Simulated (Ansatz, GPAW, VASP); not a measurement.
**One calculation of K, 3 ways**

```
CELL_PARAMETERS angstrom
-2.69756 2.69756 2.69756
2.69756 -2.69756 2.69756
2.69756 2.69756 -2.69756
ATOMIC_POSITIONS crystal
K 0.00000 0.00000 0.00000
```

Alike in all runs: task single point; functional LDA; k mesh 7 × 7 × 7; occupations gaussian, width 0.1 eV; no spin polarisation; no spin-orbit coupling. LDA stands for any of its common fits. Pressure is positive in compression and, in plane waves, holds the error of the finite cutoff.

```tsv
program and potentials	plane-wave cutoff (eV)	notes	pressure (GPa)
GPAW, the program's PAW data sets (release 1.2.1) made for this functional	600	-	-0.63
VASP, LDA PAW files K_sv, release 54, 520 eV	520	-	-0.63
Ansatz, all-electron LAPW, scalar-relativistic	-	-	?
```

Problem. Estimate from the other rows what the run with Ansatz, all-electron LAPW, scalar-relativistic gave.

Solution. Pressure -0.62 GPa. The other rows, which needn't bracket it: pressure -0.63.
